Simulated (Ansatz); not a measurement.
# O under changes of volume

One of the cells (17.288 Å³/atom); the others are scaled copies at fixed shape and fractional positions:

```xyz
2
Lattice="2.8514 -1.6624 0.0000 2.8514 1.6624 0.0000 -2.3945 0.0000 3.6471" Properties=species:S:1:pos:R:3 pbc="T T T"
O     3.5357    0.0000    3.0797
O    -0.2274    0.0000    0.5674
```

| Item | Value |
| --- | --- |
| Program | Ansatz 0.2.0 |
| Functional | PBE |
| Potentials or basis | all-electron LAPW, scalar-relativistic |
| Cutoff | 941 eV (chosen from the basis error) |
| Basis error allowed | 0.0005 eV/atom |
| k mesh | 10 × 10 × 7 |
| Occupations | fermi-dirac, width 0.05 eV |
| Spin | no spin polarisation |

| volume (Å³/atom) | energy over the lowest point (meV/atom) | pressure (GPa) | largest force (eV/Å) |
| --- | --- | --- | --- |
| 16.251 | 1.14 | 1.4 | 1.521 |
| 16.596 | 0.00 | 0.1 | 0.879 |
| 16.942 | 1.53 | -1.1 | 0.310 |
| 17.288 | ? | ? | ? |
| 17.634 | 11.54 | -3.1 | 0.846 |
| 17.979 | 19.57 | -3.9 | 1.329 |
| 18.325 | 29.35 | -4.7 | 1.782 |

Q: What does the run at 17.288 Å³/atom give?

A: Energy over the lowest point 5.45 meV/atom; pressure -2.1 GPa; largest force 0.348 eV/Å.

Worked out: A Birch-Murnaghan fit of order 3 (a polynomial in V^(-2/3)) to the other rows has its minimum at 16.57 Å³/atom with B0 = V·E''(V) = 60 GPa and B' = 4.1 at fixed shape and positions, which overstates the stiffness. It gives 5.46 meV/atom at 17.288 Å³/atom, against the run's 5.45, and -dE/dV = -2.3 GPa, against -2.1.

Energies are extrapolated to zero smearing.

Caveats: spin is off for a triplet molecule; forces of over 1 eV/Å show positions far from the minimum, so gaps and moduli don't describe the material at rest (some runs).
